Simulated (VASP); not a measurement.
# BP (F-43m) in VASP: notebook

The runs below take BP through G0W0 quasiparticle levels, with PBE.

Program: VASP 6.6.1. These are calculated values, not measurements. Logs are shortened: lines on timing, memory, paths and dates and some standing lists are left out, and cuts for length are marked.

## (1) The crystal as given

The structure is cubic, space group F-43m (No. 216). The conventional cell has a = 4.538 Å, b = 4.538 Å, c = 4.538 Å, α = 90.00°, β = 90.00°, γ = 90.00°. Around P (site symmetry -43m) lie 4 B at 1.97 Å. B (site symmetry -43m) has 4 P at 1.97 Å as nearest neighbours.

## (2) G0W0 quasiparticle levels, PBE

File POSCAR:

```
BP
1.0
    0.0000000000      2.2690000000      2.2690000000
    2.2690000000      0.0000000000      2.2690000000
    2.2690000000      2.2690000000      0.0000000000
P B
1 1
Direct
    0.7500000000      0.7500000000      0.7500000000
    0.0000000000      0.0000000000      0.0000000000
```

File INCAR.step1:

```
PREC = Accurate
ENCUT = 450
EDIFF = 1E-8
ISMEAR = 0
SIGMA = 0.01
LREAL = F
LASPH = T
NELM = 100
ALGO = Fast
LWAVE = T
LCHARG = F
GGA = PE
```

File INCAR.step2:

```
PREC = Accurate
ENCUT = 450
EDIFF = 1E-8
ISMEAR = 0
SIGMA = 0.01
LREAL = F
LASPH = T
NELM = 1
ALGO = Exact
LWAVE = T
LCHARG = F
GGA = PE
NBANDS = 32
LOPTICS = T
ISTART = 1
```

File INCAR.step3:

```
PREC = Accurate
ENCUT = 450
EDIFF = 1E-8
ISMEAR = 0
SIGMA = 0.01
LREAL = F
LASPH = T
ALGO = EVGW0
LWAVE = F
LCHARG = F
GGA = PE
NELMGW = 1
NBANDS = 32
ENCUTGW = 100
NOMEGA = 48
PRECFOCK = Fast
ISTART = 1
NBANDSGW = 12
```

File KPOINTS:

```
regular mesh
0
Gamma
  3 3 3
```

Potentials or basis: VASP PAW PBE potentials, release 64 (P_GW, B_GW).

On the command line:

```console
cat potpaw_PBE.64/P_GW/POTCAR potpaw_PBE.64/B_GW/POTCAR > POTCAR
cp INCAR.step1 INCAR
mpirun -np 1 vasp_std > vasp.out
cp INCAR.step2 INCAR
mpirun -np 1 vasp_std > vasp.out
cp INCAR.step3 INCAR
mpirun -np 1 vasp_std > vasp.out
```

OUTCAR:

```text
PREC = Accurate
   ENCUT = 450
   EDIFF = 1E-8
   ISMEAR = 0
   LREAL = F
   LASPH = T
   GGA = PE
   NELMGW = 1
   ENCUTGW = 100
   PRECFOCK = Fast
   ISTART = 1

 Found      4 irreducible k-points:

 Following reciprocal coordinates:
            Coordinates               Weight
  0.000000  0.000000  0.000000      1.000000
  0.333333  0.000000  0.000000      8.000000
  0.333333  0.333333  0.000000      6.000000
 -0.333333  0.333333  0.000000     12.000000
   k-points           NKPTS =      4   k-points in BZ     NKDIM =     27   number of bands    NBANDS=     32
   number of dos      NEDOS =    301   number of ions     NIONS =      2
   total plane-waves  NPLWV =  13824
   dimension x,y,z NGX =    24 NGY =   24 NGZ =   24
   dimension x,y,z NGXF=    48 NGYF=   48 NGZF=   48
   ions per type =               1   1
   NGX,Y,Z   is equivalent  to a cutoff of  12.43, 12.43, 12.43 a.u.
   NGXF,Y,Z  is equivalent  to a cutoff of  24.87, 24.87, 24.87 a.u.
 SYSTEM =  unknown system
   PREC   = accura    normal or accurate (medium, high low for compatibility)
   ISTART =      1    job   : 0-new  1-cont  2-samecut
   ICHARG =      0    charge: 1-file 2-atom 10-const
   ISPIN  =      1    spin polarized calculation?
   LNONCOLLINEAR =      F non collinear calculations
   LSORBIT =      F    spin-orbit coupling
   LASPH  =      T    aspherical Exc in radial PAW
   ENCUT  =  450.0 eV  33.07 Ry    5.75 a.u.   5.55  5.55  5.55*2*pi/ulx,y,z
   NELM   =     60;   NELMIN=  2; NELMDL=  0     # of ELM steps
   EDIFF  = 0.1E-07   stopping-criterion for ELM
   LREAL  =      F    real-space projection
   EDIFFG = 0.1E-06   stopping-criterion for IOM
   NSW    =      0    number of steps for IOM
   IBRION =     -1    ionic relax: 0-MD 1-quasi-New 2-CG
   NFREE  =      0    steps in history (QN), initial steepest desc. (CG)
   ISIF   =      0    stress and relaxation
   ISYM   =      3    0-nonsym 1-usesym 2-fastsym
   POTIM  = 0.5000    time-step for ionic-motion
   TEBEG  =    0.0;   TEEND  =   0.0 temperature during run
   PSTRESS=    0.0 pullay stress
   NELECT =       8.0000    total number of electrons
   NUPDOWN=      -1.0000    fix difference up-down
   EMIN   =  10.00;   EMAX   =-10.00  energy-range for DOS
   EFERMI =   0.00;   METHOD = LEGACY
   ISMEAR =     0;   SIGMA  =   0.01  broadening in eV -4-tet -1-fermi 0-gaus
   EFERMI_NEDOS =   21; number of points for ismear=-14 and -15
   IALGO  =     38    algorithm
   IMIX   =      4    mixing-type and parameters
     AMIX     =   0.40;   BMIX     =  1.00
     AMIX_MAG =   1.60;   BMIX_MAG =  1.00
  volume/ion in A,a.u.               =      11.68        78.83
  Fermi-wavevector in a.u.,A,eV,Ry     =   1.145320  2.164342 17.847562  1.311759
  Thomas-Fermi vector in A             =   2.282009
   LORBIT       =      0    0 simple, 1 ext, 2 COOP (PROOUT), +10 PAW based schemes
   GGA     = PE    functional components
   LHFCALC =     T    Hartree Fock is set to
   PRECFOCK=fast      Normal, Fast or Accurate (Low or Medium for compatibility)
   ENCUT4O =  -1.0   cutoff for four orbital integrals eV
   NKREDX  =     1    reduce k-point grid by
   NKREDY  =     1    reduce k-point grid by
   NKREDZ  =     1    reduce k-point grid by
   AEXX    =    1.0000 exact exchange contribution
   HFSCREEN=    0.0000 screening length (either q_TF or 0.3 A-1)
   HFSCREENC=   0.0000 screening length for correlation (either q_TF or 0.3 A-1)
   ENCUTFOCK=  -1.0 apply spherical cutoff to Coloumb kernel
   IVDW    =     0    specifies the selected vdW correction
   LEPSILON=     F    determine dielectric tensor
   LRPA    =     F    only Hartree local field effects (RPA)
   LRPAFORCE           =     F    calculate RPA forces
   ENCUTGW             = 100.0    cutoff for response function in eV
   ENCUTGWSOFT         =  80.0    soft cutoff for Coulomb kernel in GW response function in eV
   ENCUTLF             =  -1.0    cutoff for local field effects
   NELMGW              =     1    number of iterations in solving QP/BSE equation
   NELMHF              =     1    number of iterations in the inner HF iteration
   NKREDLFX            =     1    NKREDLFY  =   1   NKREDLFZ  =   1
 non-spin polarized calculation
 Gauss-broadening in eV      SIGMA  =   0.01
  energy-cutoff  :      450.00
  volume of cell :       23.36
 maximum number of plane-waves:       531
 NGX is ok and might be reduce to    24
  NGX = 14; NGY = 14; NGZ = 14
   NGX = 11   NGY = 11   NGZ = 11
 maximum number of plane-waves:        59
 NGX is ok and might be reduce to    14

 QP shifts <psi_nk| G(iteration)W_0 |psi_nk>: iteration 1
 for sc-GW calculations column KS-energies equals QP-energies in previous step
 and V_xc(KS)=  KS-energies - (<T + V_ion + V_H > + <T+V_H+V_ion>^1  + <V_x>^1)

 k-point   1 :       0.0000    0.0000    0.0000
  band No.  KS-energies  QP-energies   sigma(KS)   V_xc(KS)     V^pw_x(r,r')   Z            occupation Imag(sigma)

      1      -8.2562      -8.8016     -12.7929     -12.0443     -20.4104       0.7285       2.0000       1.5018
      2       7.2423       7.1719     -13.4212     -13.3323     -15.6940       0.7913       2.0000       0.0791
      3       7.2423       7.1719     -13.4212     -13.3323     -15.6940       0.7913       2.0000       0.0791
      4       7.2423       7.1719     -13.4212     -13.3323     -15.6940       0.7913       2.0000       0.0791
      5      10.5996      11.3112     -11.1457     -12.0587      -6.6990       0.7794       0.0000      -0.1122
      6      10.5996      11.3112     -11.1457     -12.0587      -6.6990       0.7794       0.0000      -0.1122
      7      10.5996      11.3112     -11.1457     -12.0587      -6.6990       0.7794       0.0000      -0.1122
      8      14.6211      15.4210     -11.7038     -12.7388      -5.8616       0.7728       0.0000      -0.2608
      9      18.7364      18.8835      -9.1588      -9.3455      -3.2088       0.7878       0.0000      -0.3940
     10      19.2002      20.1214     -10.5513     -11.7529      -4.8887       0.7667       0.0000      -0.2702
     11      19.2002      20.1214     -10.5513     -11.7529      -4.8887       0.7667       0.0000      -0.2702
     12      22.8563      23.3213      -9.2802      -9.8669      -2.7229       0.7927       0.0000      -0.7767

 k-point   2 :       0.3333    0.0000    0.0000
  band No.  KS-energies  QP-energies   sigma(KS)   V_xc(KS)     V^pw_x(r,r')   Z            occupation Imag(sigma)
[... 33 lines left out ...]
      1      -3.8247      -4.2523     -13.2928     -12.7142     -19.3027       0.7390       2.0000       0.7477
      2      -0.6121      -1.0996     -13.1630     -12.5124     -17.8964       0.7494       2.0000       0.4174
      3       0.8718       0.4368     -12.1982     -11.6314     -15.7545       0.7673       2.0000       0.2210
      4       4.1665       3.9008     -13.0383     -12.6946     -16.0028       0.7730       2.0000       0.1231
      5       9.8351      10.3198     -10.2989     -10.9091      -5.8143       0.7942       0.0000      -0.1034
      6      15.4335      16.1366     -10.6865     -11.5956      -5.2861       0.7734       0.0000      -0.2298
      7      15.7422      16.6747     -11.1348     -12.3392      -5.3371       0.7742       0.0000      -0.2961
      8      16.9754      17.8447     -11.3457     -12.4876      -5.3046       0.7613       0.0000      -0.3369
      9      17.6280      18.4787     -11.0307     -12.1376      -5.1107       0.7685       0.0000      -0.3330
     10      18.8698      19.6489     -10.3764     -11.3649      -4.7725       0.7881       0.0000      -0.3534
     11      25.9044      26.7739     -10.9093     -12.0790      -3.4867       0.7433       0.0000      -0.9177
     12      27.2862      27.7805      -9.5092     -10.1504      -2.6179       0.7709       0.0000      -0.9661
```

OUTCAR.step1:

```text
PREC = Accurate
   ENCUT = 450
   EDIFF = 1E-8
   ISMEAR = 0
   LREAL = F
   LASPH = T
[... 151 lines left out ...]
 -----------------------------------------------------------------------------------
      3.40350      3.40350      3.40350         0.000000      0.000000     -0.000000
      0.00000      0.00000      0.00000        -0.000000     -0.000000      0.000000
 -----------------------------------------------------------------------------------
    total drift:                               -0.000000     -0.000000     -0.000000

  FREE ENERGIE OF THE ION-ELECTRON SYSTEM (eV)
  ---------------------------------------------------
  free  energy   TOTEN  =       -12.2920936181 eV

  energy  without entropy=      -12.2920936181  energy(sigma->0) =      -12.29209362
```

OUTCAR.step2:

```text
PREC = Accurate
   ENCUT = 450
   EDIFF = 1E-8
   ISMEAR = 0
   LREAL = F
[... 518 lines left out ...]
     0.00000    18.75108    18.75108    18.75108     0.00000    -0.00000     0.00000
     0.86706    19.34133    19.34133    19.34133     0.00000    -0.00000     0.00000
     1.73411    21.51127    21.51127    21.51127     0.00000    -0.00000     0.00000
     2.60117    27.74054    27.74054    27.74054     0.00000    -0.00000     0.00000
     3.46822    -7.26195    -7.26195    -7.26195     0.00000    -0.00000     0.00000
     4.33528    34.97808    34.97808    34.97808     0.00000    -0.00000     0.00000
[... 92 lines left out ...]
    84.97140     0.91357     0.91357     0.91357    -0.00000    -0.00000    -0.00000
    85.83846     0.91537     0.91537     0.91537    -0.00000    -0.00000    -0.00000
```

It took 7.9 s on 1 thread of Intel Xeon Platinum 8488C (Sapphire Rapids), shared host; peak memory 0.16 GiB.

These settings aren't checked as converged: the numbers below hold their error.

Results:

```yaml
Band_gap_on_the_k_mesh_mean-field_level: 1.34 eV, indirect (least direct gap 3.36 eV)
Quasiparticle_gap: 1.87 eV
Least_direct_quasiparticle_gap: 4.14 eV
```

Caveat: the k mesh is coarse (spacing up to 0.80 Å⁻¹), so the values aren't converged; bands, screening cutoff and mesh are small and nothing is extrapolated, so the quasiparticle values aren't converged; an odd mesh through Γ misses points on the zone boundary, where band edges often lie.

(Part 1 of 2 ends here.)
